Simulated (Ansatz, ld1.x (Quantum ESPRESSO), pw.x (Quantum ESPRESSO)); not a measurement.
**Equation-of-state test of one TM potential (aluminium (Al))**

aluminium (Al), norm-conserving Troullier–Martins (Kleinman–Bylander form), made with ld1.x (Quantum ESPRESSO) 7.5 (PBEsol, scalar-relativistic). Core [Ne], reference 3s2 3p1. Waves: 3s (bound): rc 1.85 bohr; 3d channel at 0.35 Ry: rc 2.50 bohr; 3p (bound): rc 2.35 bohr. Local part: the p channel. Core correction: none.

Crystal test: sc Al in pw.x 7.5, no spin, 12³ k-points, Fermi–Dirac smearing 0.01 Ry, cutoffs 40/160 Ry. The reference is all-electron LAPW (Ansatz 0.2.0) with the same functional, mesh and smearing; V0 and B0 come from Birch–Murnaghan fits to the pressures at five volumes. Errors are pseudo minus all-electron; Δ is the rms difference of the E(V) curves that follow from these fits, minima aligned, over ±6 % about the mean V0. Mesh and smearing are coarse, so the numbers serve the comparison and aren't converged zero-temperature values; the lattice is a test structure that the element need not adopt.

```tsv
V (Å³/atom)	P all-electron (GPa)	P pseudo (GPa)
18.674	3.64	3.86
19.166	1.80	2.03
19.657	0.19	0.42
20.148	-1.23	-1.00
20.640	-2.47	-2.24
```

All-electron: a0 = 2.702 Å (V0 = 19.72 Å³/atom), B0 = 59.6 GPa.

Pseudopotential: mean pressure error (GPa): +0.23; a0 (Å): 2.705; a0 error (%): +0.13; B0 error (%): -1.7; Δ (meV/atom): 1.0.

At the middle volume, how do free energy and pressure move when the wave cutoff is lowered (ecutrho kept at four times it)?

```csv
cutoff (Ry),shift of F (meV/atom),shift of P (GPa)
18,+30.1,-0.24
24,+12.6,-0.35
32,+1.0,-0.08
```

Input at the middle volume:

```
&control
  calculation='scf', prefix='x', pseudo_dir='./', outdir='./tmp', tstress=.true., disk_io='none'
/
&system
  ibrav=0, nat=1, ntyp=1, ecutwfc=40, ecutrho=160, nbnd=8,
  occupations='smearing', smearing='fd', degauss=0.01
/
&electrons
  conv_thr=1e-09, mixing_beta=0.4, electron_maxstep=70
/
ATOMIC_SPECIES
Al 1.0 Al.UPF
CELL_PARAMETERS angstrom
  2.69881063 0.00000000 0.00000000
  0.00000000 2.69881063 0.00000000
  0.00000000 0.00000000 2.69881063
ATOMIC_POSITIONS crystal
Al 0.0000 0.0000 0.0000
K_POINTS automatic
12 12 12 0 0 0
```

```bash
pw.x < Al.scf.in > Al.scf.out
```

Lines of the output:

```
Message from routine setup:
     using ibrav=0 with symmetry is DISCOURAGED, use correct ibrav instead
     lattice parameter (alat)  =       5.1000  a.u.
     unit-cell volume          =     132.6520 (a.u.)^3
     number of electrons       =         3.00
     number of Kohn-Sham states=            8
     kinetic-energy cutoff     =      40.0000  Ry
     charge density cutoff     =     160.0000  Ry
     scf convergence threshold =      1.0E-09
     Exchange-correlation= PBESOL
     number of k points=    84  Fermi-Dirac smearing, width (Ry)=  0.0100
     iteration #  1     ecut=    40.00 Ry     beta= 0.40
     total energy              =      -4.13503106 Ry
     estimated scf accuracy    <       0.00257793 Ry
     iteration #  2     ecut=    40.00 Ry     beta= 0.40
     total energy              =      -4.13510432 Ry
     estimated scf accuracy    <       0.00085573 Ry
     iteration #  3     ecut=    40.00 Ry     beta= 0.40
     total energy              =      -4.13513584 Ry
     estimated scf accuracy    <       0.00000614 Ry
     iteration #  4     ecut=    40.00 Ry     beta= 0.40
     total energy              =      -4.13513640 Ry
     estimated scf accuracy    <       0.00000020 Ry
     iteration #  5     ecut=    40.00 Ry     beta= 0.40
     the Fermi energy is     5.7439 ev
!    total energy              =      -4.13513641 Ry
     estimated scf accuracy    <          6.6E-10 Ry
     smearing contrib. (-TS)   =      -0.00225959 Ry
     The total energy is F=E-TS. E is the sum of the following terms:
     one-electron contribution =       2.37854783 Ry
     hartree contribution      =       0.03020108 Ry
     xc contribution           =      -1.53464285 Ry
     ewald contribution        =      -5.00698289 Ry
     convergence has been achieved in   5 iterations
          total   stress  (Ry/bohr**3)                   (kbar)     P=        4.17
     Message from routine punch:
     Nothing written, as per user request (disk_io='none')
```

The 8 pw.x runs together took about 27 s on one core of a shared server CPU.
